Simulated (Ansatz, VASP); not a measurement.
# SrO in two plane-wave programs, part 2 of 2

One calculation is typed for both programs; each brings its own data sets and cutoff. How far apart do they land? The cell is taken from a series of VASP runs on this material, whose earlier steps may have relaxed, scaled or displaced it; both programs get it as it stands.

VASP 6.6.1 and Ansatz 0.2.0.

So far. Step 4 (Side by side): Among the levels compared at these points, filled levels agree within 35 meV and empty ones within 56 meV.

### 5. Ansatz: band structure, r2SCAN-EpsX with an exact-exchange share of 0.258

Level of this step: Ansatz beside VASP: Kohn-Sham DFT, plane waves, r2SCAN-EpsX (Ansatz).

The same path points are solved in both programs, so levels can be compared one by one.

The cell is taken from a series of VASP runs on this material, whose earlier steps may have relaxed, scaled or displaced it; both programs get it as it stands.

input.yaml reads:

```yaml
crystal:
  lattice:
    - [0.0, 2.58066, 2.58066]
    - [2.58066, 0.0, 2.58066]
    - [2.58066, 2.58066, 0.0]
  atoms:
    - { symbol: Sr, position: [0.0, 0.0, 0.0] }
    - { symbol: O, position: [0.5, 0.5, 0.5] }
hamiltonian:
  xc: { exchange: r2scan, correlation: r2scan, exx: { coeff: 0.258 } }
  pseudopotentials: { kind: paw }
kpoints:
  mp_grid: { grid: [5, 5, 5] }
  band_path:
    path:
      - [0.0, 0.0, 0.0]
      - [0.5, 0.0, 0.5]
      - [0.5, 0.22222, 0.72222]
      - [0.40278, 0.34722, 0.75]
      - [0.125, 0.125, 0.25]
      - [0.27778, 0.27778, 0.27778]
      - [0.55556, 0.38889, 0.55556]
      - [0.58333, 0.25, 0.66667]
      - [0.5, 0.30556, 0.69444]
      - [0.48611, 0.48611, 0.52778]
      - [0.625, 0.25, 0.625]
      - [0.5, 0.0, 0.5]
    npoints: 1
scf:
  occupations: { method: gaussian, width: 0.03 }
  n_extra_bands: 7
output:
  forces: true
  stress: true
  eigenvalues: true
```

Command:

```
ansatz run input.yaml --threads 4 --pin off --max-ram 9216MiB --backend cpu --events-out ev --progress --plain --runs-dir out
```

Numbers of over 12 decimals in the logs are rounded to 6 here.

The program printed:

```text
[...]
Crystal: 2 atoms, lattice volume = 34.373 Å³
Basis set: ecut = 500 eV, 893 PW (Γ), exchange–correlation on 108×108×108 points (64 copies of the dense FFT grid, shifted against one another)
Bands: 15, of which v1, the nominal top of the filled ones, is band 8 counted from 1 (7 counted from 0)
Symmetry: 48 space group operations
[...]
k-points: 10 of 125
[...]
--- Band table (eV; the first three rows and the last of 10) ---
  k-point 0: bands = [... 4 lower, -8.8003, 6.0769, 6.0769, 6.0769, 12.6754, 15.2066, 15.2066, 15.2066, ... 3 higher]
  k-point 1: bands = [... 4 lower, -8.4301, 5.1420, 5.6321, 5.6321, 14.2757, 14.8954, 16.0069, 16.0069, ... 3 higher]
  k-point 2: bands = [... 4 lower, -8.0115, 4.0164, 5.0106, 5.0106, 15.3201, 16.7324, 17.7102, 17.7102, ... 3 higher]
  k-point 9: bands = [... 4 lower, -8.4571, 4.8535, 5.3442, 5.6749, 14.1176, 15.9645, 17.9180, 19.6388, ... 3 higher]
[key lines of the parts left out:]
Free energy (F): -4126.324767 eV
Fermi energy:    9.134342 eV
P = ⅓ Tr σ = -1.4065 GPa (-14.065 kbar)
```

It took 19 s on 4 threads of Arm Neoverse V1, shared host; peak memory 0.74 GiB.

### 6. VASP: band structure, r2SCAN-EpsX with an exact-exchange share of 0.258

The same cell, functional, mesh and smearing now go to VASP, with its own data sets and cutoff.

The run reads the wave functions of an earlier VASP run, which isn't shown here.

INCAR reads:

```
SYSTEM = SrO
PREC = Accurate
ENCUT = 460
EDIFF = 1E-06
NELM = 100
ISMEAR = 0
SIGMA = 0.03
LREAL = .FALSE.
ALGO = Normal
LHFCALC = .TRUE.
AEXX = 0.258
METAGGA = R2SCAN
LASPH = .TRUE.
NBANDS = 14
PRECFOCK = Fast
HFRCUT = -1
LORBIT = 11
LWAVE = .FALSE.
LCHARG = .FALSE.
KPAR = 4
```

POSCAR reads:

```
SrO
1.0
    0.0000000000      2.5806600000      2.5806600000
    2.5806600000      0.0000000000      2.5806600000
    2.5806600000      2.5806600000      0.0000000000
Sr O
1 1
Direct
    0.0000000000      0.0000000000      0.0000000000
    0.5000000000      0.5000000000      0.5000000000
```

KPOINTS reads:

```
Automatic mesh
0
Gamma
5 5 5
0 0 0
```

KPOINTS_OPT reads:

```
Line mode
10
Line-mode
Reciprocal
  0.00000000   0.00000000   0.00000000 GAMMA
  0.50000000   0.00000000   0.50000000 X

  0.50000000   0.00000000   0.50000000 X
  0.50000000   0.25000000   0.75000000 W

  0.50000000   0.25000000   0.75000000 W
  0.37500000   0.37500000   0.75000000 K

  0.37500000   0.37500000   0.75000000 K
  0.00000000   0.00000000   0.00000000 GAMMA

  0.00000000   0.00000000   0.00000000 GAMMA
  0.50000000   0.50000000   0.50000000 L

  0.50000000   0.50000000   0.50000000 L
  0.62500000   0.25000000   0.62500000 U

  0.62500000   0.25000000   0.62500000 U
  0.50000000   0.25000000   0.75000000 W

  0.50000000   0.25000000   0.75000000 W
  0.50000000   0.50000000   0.50000000 L

  0.50000000   0.50000000   0.50000000 L
  0.37500000   0.37500000   0.75000000 K

  0.62500000   0.25000000   0.62500000 U
  0.50000000   0.00000000   0.50000000 X
```

The projector-augmented-wave data sets are Sr_sv and O (PBE family, release 64).

Command:

```
mpirun -np 4 vasp_std
```

The program printed:

```text
[banner, memory and clock lines left out]
running    4 mpi-ranks, on    1 nodes
[...]
|                                                                             |
|               ----> ADVICE to this user running VASP <----                  |
|                                                                             |
|     You enforced a specific xc type in the INCAR file but a different       |
|     [... a line on the potential file left out ...]
|     I HOPE YOU KNOW WHAT YOU ARE DOING!                                     |
|                                                                             |

 LDA part: xc-table for (None), standard interpolation
 found WAVECAR, reading the header
 POSCAR, INCAR and KPOINTS ok, starting setup
[...]
HFRCUT set to (new)   10.085124
 reading WAVECAR
 the WAVECAR file was read successfully
 initial charge from wavefunction
 entering main loop
       N       E                     dE             d eps       ncg     rms          rms(c)
[...]
DAV:   9    -0.261154174165E+02   -0.16825E-05   -0.32510E-06   304   0.214E-02    0.816E-02
DAV:  10    -0.261154183465E+02   -0.92997E-06   -0.21765E-06   310   0.157E-02
   1 F= -.26115418E+02 E0= -.26115418E+02  d E =-.177891E-30
 Start KPOINTS_OPT (optional k-point list driver)
k-point batch [1-10\100]
       N       E                     dE             ncg
DAV:   1    -0.106748837250E+04   -0.45690E+04      280
DAV:   2    -0.194488424753E+04   -0.87740E+03      370
DAV:   3    -0.199993322834E+04   -0.55049E+02      338
DAV:   4    -0.200109993943E+04   -0.11667E+01      390
DAV:   5    -0.200112382507E+04   -0.23886E-01      378
DAV:   6    -0.200112422688E+04   -0.40181E-03      372
DAV:   7    -0.200112423069E+04   -0.38062E-05      244
DAV:   8    -0.200112423084E+04   -0.15546E-06      176
[...]
k-point batch [91-100\100]
       N       E                     dE             ncg
DAV:   1    -0.115429852572E+04   -0.70582E+04      280
DAV:   2    -0.197185878849E+04   -0.81756E+03      358
DAV:   3    -0.202145375421E+04   -0.49595E+02      356
DAV:   4    -0.202259821743E+04   -0.11445E+01      434
DAV:   5    -0.202262155015E+04   -0.23333E-01      402
DAV:   6    -0.202262183594E+04   -0.28580E-03      414
DAV:   7    -0.202262184198E+04   -0.60386E-05      316
DAV:   8    -0.202262184212E+04   -0.13537E-06      266
```

From OUTCAR (step 6):

```text
 POSITION                                       TOTAL-FORCE (eV/Angst)
 -----------------------------------------------------------------------------------
      0.00000      0.00000      0.00000        -0.000000     -0.000000     -0.000000
      2.58066      2.58066      2.58066         0.000000      0.000000      0.000000
 -----------------------------------------------------------------------------------
    total drift:                               -0.000000      0.000000      0.000000

  FREE ENERGIE OF THE ION-ELECTRON SYSTEM (eV)
  ---------------------------------------------------
  free  energy   TOTEN  =       -26.1154183465 eV

  energy  without entropy=      -26.1154183465  energy(sigma->0) =      -26.11541835

[... 2 parts as in an earlier step ...]

[... 1 further part left out ...]
[key lines of the parts left out:]
E-fermi :   0.1201
```

### 7. Comparison

What differs besides the data sets and the points named for the pairs above, as far as they apply: the cutoff is 500 eV in Ansatz and 460 eV in VASP. Total energies have different zeros and are not compared.

Both answers:

| quantity | Ansatz | VASP | difference |
| --- | --- | --- | --- |
| gap over the path points (eV) | 5.916 | 5.864 | +0.053 |

Levels at points of the path, from each program's valence-band top (eV; 3 filled, then empty):

| k (reciprocal lattice) | Ansatz | VASP |
| --- | --- | --- |
| 0.000 0.000 0.000 | 0.00 0.00 0.00 6.60 9.13 9.13 | 0.00 0.00 0.00 6.58 9.07 9.07 |
| 0.500 0.000 0.500 | -0.48 -0.10 -0.10 5.92 10.85 13.28 | -0.52 -0.11 -0.11 5.86 10.80 13.33 |
| 0.500 0.222 0.722 | -1.14 -0.47 -0.42 8.29 9.35 11.72 | -1.16 -0.51 -0.45 8.26 9.32 11.65 |
| 0.403 0.347 0.750 | -1.00 -0.56 -0.50 7.56 10.63 11.83 | -1.03 -0.59 -0.54 7.52 10.61 11.77 |
| 0.125 0.125 0.250 | -1.02 -0.57 -0.15 8.14 8.59 9.71 | -1.03 -0.59 -0.16 8.13 8.55 9.65 |
| 0.278 0.278 0.278 | -1.46 -0.73 -0.73 8.86 9.28 10.59 | -1.48 -0.75 -0.75 8.83 9.27 10.53 |
| 0.556 0.389 0.556 | -1.82 -1.01 -0.92 9.19 10.06 12.28 | -1.84 -1.04 -0.95 9.16 10.04 12.21 |
| 0.583 0.250 0.667 | -1.04 -0.54 -0.50 7.65 10.43 11.82 | -1.06 -0.56 -0.53 7.61 10.40 11.75 |
| 0.500 0.306 0.694 | -1.26 -0.57 -0.53 8.91 8.95 11.92 | -1.28 -0.60 -0.56 8.88 8.92 11.85 |
| 0.486 0.486 0.528 | -2.20 -1.15 -1.15 9.44 10.90 12.02 | -2.22 -1.18 -1.17 9.39 10.91 11.95 |

Among the levels compared at these points, filled levels agree within 38 meV and empty ones within 69 meV.

### 8. Results

| Property | Result |
| --- | --- |
| difference in gap over the path points (band structure, PBE0) | 0.051 eV |
| difference in gap over the path points (band structure, r2SCAN-EpsX with an exact-exchange share of 0.258) | 0.053 eV |

**Reading.** The difference in gap over the path points is 0.053 eV (band structure, r2SCAN-EpsX with an exact-exchange share of 0.258), within the 0.08 eV picked in this series as the mark of a large difference. How closely two codes agree says nothing of how well the functional describes the real material.

[Lines on the potential files, build, host, timing and source positions are cut from VASP's logs without a mark.]

[Logs are printed without paths, hosts, clocks, repeated set-up lines and the standing remarks that a program may print on its own settings, such as how far it seeks lower states.]

[Hosts, paths, dates, database ids (printed as entryN), source tags and the programs' standing remarks are cut or masked in the printed files.]
